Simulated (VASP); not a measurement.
H:

```
H
1.0
     2.64964    0.00000    0.00000
     0.00000    2.64964    0.00000
     0.00000    0.00000    0.98049
H
1
Direct
  0.00000 0.00000 0.50000
```

* Program: VASP 6.6.1
* Task: relaxation of cell and atoms
* Functional: PBE
* Potentials or basis: VASP PAW PBE potentials, release 54 (H)
* Cutoff: 900 eV
* k mesh: 10 × 10 × 26
* Occupations: fermi-dirac, width 0.05 eV
* Spin: no spin polarisation

At the start: pressure 1.8 GPa; volume 6.88 Å³/atom.

Question: How do energy, volume and symmetry change on relaxing?

Answer: Over 8 steps the energy falls by 19.1 meV/atom and the volume is 11.15 Å³/atom (+61.9 %); space group P4/mmm (No. 123, to 0.05 Å).

The path:
| step | energy change (eV) | largest force (eV/Å) | pressure (GPa) | volume (Å³) |
| --- | --- | --- | --- | --- |
| 1 | 0.0000 | 0.0000 | 1.82 | 6.88 |
| 2 | -0.0012 | 0.0000 | 1.69 | 6.96 |
| 3 | -0.0044 | 0.0000 | 1.34 | 7.20 |
| 4 | -0.0094 | 0.0000 | 0.76 | 7.69 |
| 5 | -0.0152 | 0.0000 | -0.06 | 8.71 |
| 6 | -0.0175 | 0.0000 | -0.98 | 10.97 |
| 7 | -0.0189 | 0.0000 | 0.31 | 11.21 |
| 8 | -0.0191 | 0.0000 | -0.03 | 11.15 |

Final structure:
```xyz
1
Lattice="3.3626 0.0000 0.0000 0.0000 3.3626 0.0000 0.0000 0.0000 0.9859" Properties=species:S:1:pos:R:3 pbc="T T T"
H     0.0000    0.0000    0.4929
```

Caveat: the volume moved by over 15 % at a fixed basis, so the end points are rough.
